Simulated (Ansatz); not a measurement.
Input and command of a plane-wave DFT calculation in Ansatz:

```yaml
crystal:
  lattice:
    - [5.3799042018, 0.0, 0.0]
    - [-2.6899521009, 4.6591337087, 0.0]
    - [0.0, 0.0, 6.722552]
  atoms:
    - { symbol: In, position: [0.6666666667, 0.3333333333, 0.25] }
    - { symbol: In, position: [0.3333333333, 0.6666666667, 0.75] }
    - { symbol: In, position: [0.0, 0.0, 0.5] }
    - { symbol: In, position: [0.0, 0.0, 0.0] }
    - { symbol: Sb, position: [0.6666666667, 0.3333333333, 0.75] }
    - { symbol: Sb, position: [0.3333333333, 0.6666666667, 0.25] }
basis:
  ecutwfc: 500
  xc_grid: 2
kpoints:
  mp_grid: { grid: [12, 12, 6] }
hamiltonian:
  xc: r2scan
scf:
  occupations: { method: gaussian, width: 0.1 }
output:
  forces: true
  stress: true
  eigenvalues: true
```

```bash
ansatz run input.yaml --threads 1 --pin off --max-ram 2560MiB --backend cpu --events-out ev --progress --plain --runs-dir out
```

Processor: Intel(R) Xeon(R) Platinum 8259CL CPU @ 2.50GHz (Skylake/Cascade Lake), 1 thread, on a host shared with other jobs.

Task: How long does it run, and how much memory does it take?

Result: About 63 s on 1 thread of Intel(R) Xeon(R) Platinum 8259CL CPU @ 2.50GHz (Skylake/Cascade Lake), on a shared host, peak memory 0.9 GiB. It solves 50 bands at 76 k points (the mesh reduced by the symmetry that the task leaves, which can be less than the crystal's) with about 4249 plane waves, in 7 SCF iterations.
